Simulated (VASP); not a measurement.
The system is TaC.

```
Ta C
1.0
     0.00000    2.23390    2.23390
     2.23390    0.00000    2.23390
     2.23390    2.23390    0.00000
Ta C
1 1
Cartesian
  0.0000 0.0000 0.0000
  2.2339 2.2339 2.2339
```

The cell is a database's computed one.

* Program: VASP 6.6.1
* Task: relaxation of cell and atoms
* Functional: PBE
* Dispersion: D3(BJ)
* Potentials or basis: VASP PAW PBE potentials, release 64 (Ta_pv, C)
* Cutoff: 600 eV
* k mesh: 16 × 16 × 16
* Occupations: gaussian, width 0.1 eV
* Spin: no spin polarisation

At the start: pressure -4.6 GPa; volume 11.15 Å³/atom.

Q: How do energy, volume and symmetry change on relaxing?

A: Over 3 steps the energy falls by 2.2 meV/atom and the volume is 11.00 Å³/atom (-1.4 %); space group Fm-3m (No. 225, to 0.05 Å).

The path:
```csv
step,energy change (eV),largest force (eV/Å),pressure (GPa),volume (Å³)
1,0.0000,0.0000,-4.58,22.30
2,0.0209,0.0000,11.87,21.28
3,-0.0045,0.0000,-0.04,21.99
```

Final structure:
```
CELL_PARAMETERS angstrom
0.00000 2.22368 2.22368
2.22368 0.00000 2.22368
2.22368 2.22368 0.00000
ATOMIC_POSITIONS crystal
Ta 0.00000 0.00000 0.00000
C 0.50000 0.50000 0.50000
```

Caveat: pairwise dispersion overbinds metals, which lowers pressure and volume.
